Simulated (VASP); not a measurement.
# BaTe: relaxation with set parts of the cell free, by functional and free to move

BaTe, P1 (no. 1), 2 atoms in the cell.

| Functional | Free to move | Volume (Å³/atom) | Pressure in a fresh run at the final cell (GPa) | Pressure printed at the end of the relaxation (GPa) | Ionic steps, all stages | Electronic steps, all stages |
|---|---|---|---|---|---|---|
| RPBE | atoms | 39.349 | 0.96 | 0.96 | 8 | 63 |
| RPBE | atoms, shape and volume | 40.612 | 0.01 | 0.01 | 19 | 119 |
| RPBE | atoms and shape at fixed volume | 39.349 | 0.95 | 0.95 | 9 | 70 |
| RPBE | atoms and volume | 40.580 | 0.03 | 0.03 | 10 | 73 |
| RPBE | atoms and the z components of the lattice | 39.889 | 0.53 | 0.53 | 11 | 78 |
| RPBE | atoms and the x and y components of the lattice | 40.193 | 0.31 | 0.31 | 15 | 97 |
| RPBE | atoms and the y and z components of the lattice | 40.185 | 0.31 | 0.31 | 14 | 92 |
| PBE | atoms | 39.349 | -0.37 | -0.37 | 8 | 62 |
| PBE | atoms, shape and volume | 38.875 | 0.00 | 0.00 | 14 | 95 |
| PBE | atoms and shape at fixed volume | 39.349 | -0.37 | -0.37 | 9 | 66 |
| PBE | shape alone | 39.349 | -0.34 | -0.34 | 11 | 70 |
| PBE | shape and volume | 38.910 | 0.01 | 0.01 | 13 | 78 |
| PBE | volume alone | 38.928 | 0.00 | 0.00 | 5 | 48 |
| PBE | atoms and volume | 38.850 | 0.03 | 0.03 | 10 | 75 |
| PBE | atoms and the z components of the lattice | 39.210 | -0.26 | -0.26 | 8 | 65 |
| PBE | atoms and the x and y components of the lattice | 38.955 | -0.06 | -0.06 | 11 | 79 |
| PBE | atoms and the y and z components of the lattice | 38.963 | -0.07 | -0.07 | 12 | 84 |

Limits: the start was distorted on purpose (random strain, atoms moved at random), so the space group given is the start's and not the crystal's.

## Input of the first row

INCAR.step1:
```
SYSTEM = BaTe
PREC = Accurate ; ENCUT = 250
EDIFF = 1E-6 ; ISMEAR = 0
SIGMA = 0.05 ; LREAL = .False.
LASPH = .True. ; NELM = 100
ALGO = Normal ; LWAVE = .False.
LCHARG = .False. ; GGA = RP
IBRION = 2 ; NSW = 60
ISIF = 2 ; EDIFFG = -0.01
POTIM = 0.5 ; ISYM = 0
KPAR = 4
```

INCAR.step3, as INCAR.step1 but for:
```
- IBRION = 2
- NSW = 60
- EDIFFG = -0.01
- POTIM = 0.5
+ NSW = 0
```

KPOINTS:
```
k-points
0
Gamma
  4 4 4
```

POSCAR.step1:
```
BaTe
1.0
    4.2771960000     -0.0102630000     -0.0044010000
   -0.0102630000      4.3010560000      0.0218980000
   -0.0044010000      0.0218980000      4.2780060000
Ba Te
1 1
Direct
    0.0089330000     -0.0004540000     -0.0006280000
    0.4910670000      0.5004540000      0.5006280000
```

POSCAR.step3:
```
BaTe
1.0
    4.2771960000     -0.0102630000     -0.0044010000
   -0.0102630000      4.3010560000      0.0218980000
   -0.0044010000      0.0218980000      4.2780060000
Ba Te
1 1
Direct
    0.9999968550      0.9995031068      0.9997929330
    0.5000031450      0.5004968932      0.5002070670
```

Commands (each step's output is kept before the next begins):
```
cat potpaw_PBE.64/Ba_sv/POTCAR potpaw_PBE.64/Te/POTCAR > POTCAR
cp INCAR.step1 INCAR
cp POSCAR.step1 POSCAR
mpirun -np 4 vasp_std > vasp.out
cp CONTCAR POSCAR
mpirun -np 4 vasp_std > vasp.out
cp CONTCAR POSCAR
cp INCAR.step3 INCAR
cp POSCAR.step3 POSCAR
mpirun -np 4 vasp_std > vasp.out
```

Changes of the last row against the first:
```
(step 1)
- GGA = RP
- NSW = 60
- ISIF = 2
+ NSW = 80
+ ISIF = 3
+ LATTICE_CONSTRAINTS = .FALSE. .TRUE. .TRUE.
(step 2)
- GGA = RP
- NSW = 60
- ISIF = 2
+ NSW = 80
+ ISIF = 3
+ LATTICE_CONSTRAINTS = .FALSE. .TRUE. .TRUE.
(step 3)
- GGA = RP
```

VASP 6.6.1 took 22 s on 4 cores (Intel Xeon Platinum 8375C @ 2.90GHz (Ice Lake)), a shared host.
